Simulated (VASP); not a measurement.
# Si (C2/m) in VASP: single point with PBE

Aim: the single point of Si with PBE.

Everything below comes from runs of VASP 6.6.1. Logs are shortened: lines on timing, memory, paths and dates and some standing lists are left out, and cuts for length are marked.

**1. The cell of the first run**

It takes space group C2/m (No. 12, monoclinic). The conventional cell has a = 6.639 Å, b = 3.548 Å, c = 4.289 Å, α = 90.00°, β = 92.72°, γ = 90.00°. Si (site symmetry m) is surrounded by 5 Si at 2.42 to 2.58 Å. Si (site symmetry 2/m) is surrounded by 6 Si at 2.42 to 2.58 Å.

The cell was built by a generator and needn't be a form met in nature.

**2. Single point, PBE (cell x2)**

Input file INCAR:

```
ALGO = Fast
EDIFF = 1E-6
ENCUT = 520
GGA = PE
ISIF = 2
ISMEAR = 0
LASPH = T
LCHARG = F
LREAL = F
LWAVE = F
NBANDS = 21
NELM = 100
PREC = Accurate
SIGMA = 0.2
```

Input file KPOINTS:

```
k-points
0
Gamma
  6 6 4
```

Input file POSCAR:

```
Si
1.0
   -3.3193369550     -1.7738926054     -0.0079938692
   -0.2140417395      0.0000000000      4.2839678900
   -3.3193369550      5.3216778162     -0.0079938692
Si
6
Direct
    0.8098224845      0.6863494610      0.6032741615
    0.3098224845      0.6863494610      0.1032741615
    0.6901775155      0.3136505390      0.8967258385
    0.1901775155      0.3136505390      0.3967258385
    0.2500000000      0.0000000000      0.7500000000
    0.7500000000      0.0000000000      0.2500000000
```

Potentials or basis: VASP PAW PBE potentials, release 64 (Si).

The run is started by

```
$ cat potpaw_PBE.64/Si/POTCAR > POTCAR
$ mpirun -np 1 vasp_std > vasp.out
```

OUTCAR:

```text
EDIFF = 1E-6
   ENCUT = 520
   GGA = PE
   ISIF = 2
   ISMEAR = 0
   LASPH = T
   LREAL = F
   NELM = 100
   PREC = Accurate

 ion  position               nearest neighbor table
   1  0.810  0.686  0.603-   5 2.42   3 2.44   4 2.44   5 2.58   6 2.58
   2  0.310  0.686  0.103-   6 2.42   4 2.44   3 2.44   6 2.58   5 2.58
   3  0.690  0.314  0.897-   5 2.42   1 2.44   2 2.44   5 2.58   6 2.58
   4  0.190  0.314  0.397-   6 2.42   2 2.44   1 2.44   6 2.58   5 2.58
   5  0.250  0.000  0.750-   1 2.42   3 2.42   1 2.58   3 2.58   4 2.58   2 2.58
   6  0.750  0.000  0.250-   2 2.42   4 2.42   2 2.58   4 2.58   1 2.58   3 2.58

  LATTYP: Found a triclinic cell.
 ALAT       =     4.2893116871
 B/A-ratio  =     2.5954816480
 C/A-ratio  =     1.7921139370
 COS(alpha) =     0.0045398950
 COS(beta)  =     0.5785097025
 COS(gamma) =     0.7705698869

  Lattice vectors:

 A1 = (   0.2140417395,   0.0000000000,  -4.2839678900)
 A2 = (   0.4280834790,   7.0955704216,  -8.5679357800)
 A3 = (   3.5333786945,  -5.3216778162,  -4.2759740208)

Analysis of symmetry for initial positions (statically):
=====================================================================
 Subroutine PRICEL returns following result:

  LATTYP: Found a base centered monoclinic cell.
 ALAT       =     6.6386931614
 B/A-ratio  =     0.5344101805
 C/A-ratio  =     0.6461078382
 COS(beta)  =    -0.0474957755

  Lattice vectors:

 A1 = (   3.3193369550,  -1.7738926054,   0.0079938692)
 A2 = (   3.3193369550,   1.7738926054,   0.0079938692)
 A3 = (  -0.2140417395,   0.0000000000,   4.2839678900)

   2 primitive cells build up your supercell.

 Routine SETGRP: Setting up the symmetry group for a
 triclinic supercell.

 Subroutine GETGRP returns: Found  2 space group operations
 (whereof  2 operations were pure point group operations)
 out of a pool of  2 trial point group operations.

The static configuration has the point symmetry S_2 .

Analysis of symmetry for dynamics (positions and initial velocities):
=====================================================================
 Subroutine PRICEL returns following result:

  LATTYP: Found a base centered monoclinic cell.
 ALAT       =     6.6386931614
 B/A-ratio  =     0.5344101805
 C/A-ratio  =     0.6461078382
 COS(beta)  =    -0.0474957755

  Lattice vectors:

 A1 = (   3.3193369550,  -1.7738926054,   0.0079938692)
 A2 = (   3.3193369550,   1.7738926054,   0.0079938692)
 A3 = (  -0.2140417395,   0.0000000000,   4.2839678900)

   2 primitive cells build up your supercell.

 Routine SETGRP: Setting up the symmetry group for a
 triclinic supercell.

 Subroutine GETGRP returns: Found  2 space group operations
 (whereof  2 operations were pure point group operations)
 out of a pool of  2 trial point group operations.

The dynamic configuration has the point symmetry S_2 .

 Subroutine INISYM returns: Found  2 space group operations
 (whereof  2 operations are pure point group operations),
 and found     2 'primitive' translations

----------------------------------------------------------------------------------------

                                     Primitive cell

  volume of cell :      50.4553

  direct lattice vectors                    reciprocal lattice vectors
     3.319336955 -1.773892605  0.007993869     0.150614370 -0.281865993  0.007525211
     3.319336955  1.773892605  0.007993869     0.150614370  0.281865993  0.007525211
    -0.214041739  0.000000000  4.283967890    -0.000562092  0.000000000  0.233400370

  length of vectors
     3.763609531  3.763609531  4.289311687     0.319671323  0.319671323  0.233401046

  position of ions in fractional coordinates (direct lattice)
     0.793451677  0.793451677  0.686349461
     0.206548323  0.206548323  0.313650539
     0.500000000  0.500000000  1.000000000

  ion indices of the primitive-cell ions
   primitive index   ion index
                 1           1
                 2           3
                 3           6

----------------------------------------------------------------------------------------

 KPOINTS: k-points

Automatic generation of k-mesh.
 Grid dimensions read from file:
 generate k-points for:    6    6    4

 Generating k-lattice:

  Cartesian coordinates                     Fractional coordinates (reciprocal lattice)
    -0.037653593 -0.023488833 -0.001881303     0.166666667  0.000000000  0.000000000
    -0.000093682  0.000000000  0.038900062     0.000000000  0.166666667  0.000000000
    -0.018826796  0.035233249 -0.000940651     0.000000000  0.000000000  0.250000000

  Length of vectors
     0.044419113  0.038900174  0.039958915

  Shift w.r.t. Gamma in fractional coordinates (k-lattice)
     0.000000000  0.000000000  0.000000000

 Subroutine IBZKPT returns following result:
 ===========================================

 Found     76 irreducible k-points:

 Following reciprocal coordinates:
            Coordinates               Weight
  0.000000  0.000000  0.000000      1.000000
  0.166667  0.000000 -0.000000      2.000000
  0.333333  0.000000  0.000000      2.000000
  0.500000  0.000000 -0.000000      1.000000
  0.000000  0.166667  0.000000      2.000000
  0.166667  0.166667 -0.000000      2.000000
[... 16 lines left out ...]
  0.333333  0.000000  0.250000      2.000000
  0.500000  0.000000  0.250000      2.000000
 [... further k-points ...]
   k-points           NKPTS =     76   k-points in BZ     NKDIM =     76   number of bands    NBANDS=     21
   number of dos      NEDOS =    301   number of ions     NIONS =      6
   total plane-waves  NPLWV =  43008
   dimension x,y,z NGX =    28 NGY =   32 NGZ =   48
   dimension x,y,z NGXF=    56 NGYF=   64 NGZF=   96
   ions per type =               6
   NGX,Y,Z   is equivalent  to a cutoff of  12.37, 12.40, 12.72 a.u.
   NGXF,Y,Z  is equivalent  to a cutoff of  24.74, 24.81, 25.45 a.u.
 SYSTEM =  unknown system
   PREC   = accura    normal or accurate (medium, high low for compatibility)
   ISTART =      0    job   : 0-new  1-cont  2-samecut
   ICHARG =      2    charge: 1-file 2-atom 10-const
   ISPIN  =      1    spin polarized calculation?
   LNONCOLLINEAR =      F non collinear calculations
   LSORBIT =      F    spin-orbit coupling
   LASPH  =      T    aspherical Exc in radial PAW
   ENCUT  =  520.0 eV  38.22 Ry    6.18 a.u.   7.00  7.98 11.66*2*pi/ulx,y,z
   NELM   =    100;   NELMIN=  2; NELMDL= -5     # of ELM steps
   EDIFF  = 0.1E-05   stopping-criterion for ELM
   LREAL  =      F    real-space projection
   EDIFFG = 0.1E-04   stopping-criterion for IOM
   NSW    =      0    number of steps for IOM
   IBRION =     -1    ionic relax: 0-MD 1-quasi-New 2-CG
   NFREE  =      0    steps in history (QN), initial steepest desc. (CG)
   ISIF   =      2    stress and relaxation
   ISYM   =      2    0-nonsym 1-usesym 2-fastsym
   POTIM  = 0.5000    time-step for ionic-motion
   TEBEG  =    0.0;   TEEND  =   0.0 temperature during run
   PSTRESS=    0.0 pullay stress
   NELECT =      24.0000    total number of electrons
   NUPDOWN=      -1.0000    fix difference up-down
   EMIN   =  10.00;   EMAX   =-10.00  energy-range for DOS
   EFERMI =   0.00;   METHOD = LEGACY
   ISMEAR =     0;   SIGMA  =   0.20  broadening in eV -4-tet -1-fermi 0-gaus
   EFERMI_NEDOS =   21; number of points for ismear=-14 and -15
   IALGO  =     68    algorithm
   IMIX   =      4    mixing-type and parameters
     AMIX     =   0.40;   BMIX     =  1.00
     AMIX_MAG =   1.60;   BMIX_MAG =  1.00
  volume/ion in A,a.u.               =      16.82       113.50
  Fermi-wavevector in a.u.,A,eV,Ry     =   1.014299  1.916748 13.997721  1.028803
  Thomas-Fermi vector in A             =   2.147519
   LORBIT       =      0    0 simple, 1 ext, 2 COOP (PROOUT), +10 PAW based schemes
   GGA     = PE    functional components
   LHFCALC =     F    Hartree Fock is set to
   AEXX    =    0.0000 exact exchange contribution
   IVDW    =     0    specifies the selected vdW correction
   LEPSILON=     F    determine dielectric tensor
   LRPA    =     F    only Hartree local field effects (RPA)
 non-spin polarized calculation
 RMM-DIIS sequential band-by-band and
 Gauss-broadening in eV      SIGMA  =   0.20
  energy-cutoff  :      520.00
  volume of cell :      100.91
 maximum number of plane-waves:      2742
   NGX = 13   NGY = 15   NGZ = 23

 number of electron      24.0000000 magnetization

 Free energy of the ion-electron system (eV)
  ---------------------------------------------------
  ext. energy  EPLUGINS =         0.00000000
  ---------------------------------------------------
  free energy    TOTEN  =       -30.44747314 eV

  energy without entropy =      -30.39914379  energy(sigma->0) =      -30.42330847

 E-fermi :   7.9053     XC(G=0): -10.4246

 val. band max:        7.8981833708   @ k =   0.3333   0.3333   0.2500
 cond. band min:       7.9080475547   @ k =   0.0000   0.5000  -0.0000
 fundamental gap:      0.0098641839
 Fermi energy:         7.9053441760

 k-point     1 :       0.0000    0.0000    0.0000
  band No.  band energies     occupation
      1      -5.1555      2.00000
      2      -1.9526      2.00000
      3      -1.2541      2.00000
      4       2.2516      2.00000
      5       2.3156      2.00000
      6       3.8515      2.00000
[... 13 lines left out ...]
     20      13.4532      0.00000
     21      13.8761      0.00000

 k-point     2 :       0.1667    0.0000   -0.0000
  band No.  band energies     occupation
      1      -4.8816      2.00000
      2      -1.7185      2.00000
      3      -1.0227      2.00000
      4       1.7672      2.00000
      5       2.2275      2.00000
      6       2.6099      2.00000
[... 13 lines left out ...]
     20      12.9778      0.00000
     21      13.3946      0.00000
[... 487 lines left out ...]
      5       1.4114      2.00000
      6       3.4520      2.00000
[... 13 lines left out ...]
     20      12.7058      0.00000
     21      13.6106      0.00000

 k-point    24 :       0.5000    0.0000    0.2500
  band No.  band energies     occupation
      1      -2.7224      2.00000
      2      -2.4320      2.00000
      3      -0.8350      2.00000
      4      -0.3911      2.00000
      5       2.2530      2.00000
      6       3.0973      2.00000
[... 13 lines left out ...]
     20      11.0834      0.00000
     21      14.6009      0.00000

 [... further k-points ...]

------------------------ aborting loop because EDIFF is reached ----------------------------------------

  FORCE on cell =-STRESS in cart. coord.  units (eV):
  Direction    XX          YY          ZZ          XY          YZ          ZX
  --------------------------------------------------------------------------------------
  -------------------------------------------------------------------------------------
  Total        0.1609973     -0.0169822     -0.1292213      0.1884143      0.1407429     -0.3042295
  in kB        2.5561840     -0.2696291     -2.0516706      2.9914887      2.2346007     -4.8303073
  external PRESSURE =       0.0782948 kB  Pullay stress =       0.0000000 kB

 VOLUME and BASIS-vectors are now :
 -----------------------------------------------------------------------------
  energy-cutoff  :      520.00
  volume of cell :      100.91
      direct lattice vectors                 reciprocal lattice vectors
    -3.319336955 -1.773892605 -0.007993869    -0.225921555 -0.140932996 -0.011287816
    -0.214041739  0.000000000  4.283967890    -0.000562092  0.000000000  0.233400370
    -3.319336955  5.321677816 -0.007993869    -0.075307185  0.140932996 -0.003762605

 POSITION                                       TOTAL-FORCE (eV/Angst)
 -----------------------------------------------------------------------------------
     -4.83745      1.77389      2.92900         0.026427      0.004135      0.051070
     -1.51811      0.00000      2.93700         0.026427      0.004135      0.051070
     -5.33460      3.54779      1.33098        -0.026427     -0.004135     -0.051070
     -2.01526      1.77389      1.33898        -0.026427     -0.004135     -0.051070
     -3.31934      3.54779     -0.00799         0.000000     -0.000000      0.000000
     -3.31934      0.00000     -0.00799         0.000000     -0.000000      0.000000
 -----------------------------------------------------------------------------------
    total drift:                               -0.000000      0.000000      0.000000

  FREE ENERGIE OF THE ION-ELECTRON SYSTEM (eV)
  ---------------------------------------------------
  free  energy   TOTEN  =       -30.4474731433 eV

  energy  without entropy=      -30.3991437949  energy(sigma->0) =      -30.42330847
```

Wall time 94 s (1 thread of AMD EPYC 7R13 (Zen 3), shared host); peak memory 0.22 GiB.

What came out:

```
Free energy            : -30.4475 eV
Pressure               : 0.0 GPa
Largest force          : 0.058 eV/Å
Band gap on the k mesh : none (metal or under the smearing width)
```

Forces in eV/Å, atoms in the order of the input:
```
Si   0.026  0.004  0.051
Si   0.026  0.004  0.051
Si  -0.026 -0.004 -0.051
Si  -0.026 -0.004 -0.051
Si   0.000  0.000  0.000
Si   0.000  0.000  0.000
```
